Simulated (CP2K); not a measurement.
Runs of CP2K 2026.2 on Ga. The cell holds a slab with vacuum, 5 atoms: a = 2.808 Å, b = 2.985 Å, c = 24.504 Å, α = 90.00°, β = 90.00°, γ = 118.06°. The slab is cut from a database's or a generator's crystal, which needn't be the stable form of the element.

```tsv
potentials or basis	potentials	gap on the mesh (eV)	work function (eV)
GTH_POTENTIALS Ga GTH-PADE-q13; DZVP-MOLOPT-SR-GTH basis	Ga GTH-PADE-q13 of GTH_POTENTIALS	none	4.00
GTH_POTENTIALS Ga GTH-BLYP-q13; DZVP-MOLOPT-SR-GTH basis	Ga GTH-BLYP-q13 of GTH_POTENTIALS	none	4.01
POTENTIAL_UZH Ga GTH-PBE0-q13; DZVP-MOLOPT-SR-GTH basis	Ga GTH-PBE0-q13 of POTENTIAL_UZH	none	(a)
POTENTIAL_UZH Ga GTH-SCAN-q13; DZVP-MOLOPT-SR-GTH basis	Ga GTH-SCAN-q13 of POTENTIAL_UZH	none	3.99
GTH_POTENTIALS Ga GTH-PBE-q13; DZVP-MOLOPT-SR-GTH basis	Ga GTH-PBE-q13 of GTH_POTENTIALS	none	4.00
```

Alike in all rows: task work function; level PBE; no spin polarisation; cell as given; k mesh 8 × 8 × 1; smearing fermi-dirac 0.05 eV.

Problem. Fill in the values left out.

Solution. (a) 3.93.

Caveats: the basis of atomic orbitals isn't converged, which shifts pressures, moduli and gaps.

A k mesh can miss the band edges, and the runs leave out spin-orbit coupling on Ga.

A gap of «none» marks a metal or a gap under the smearing width.
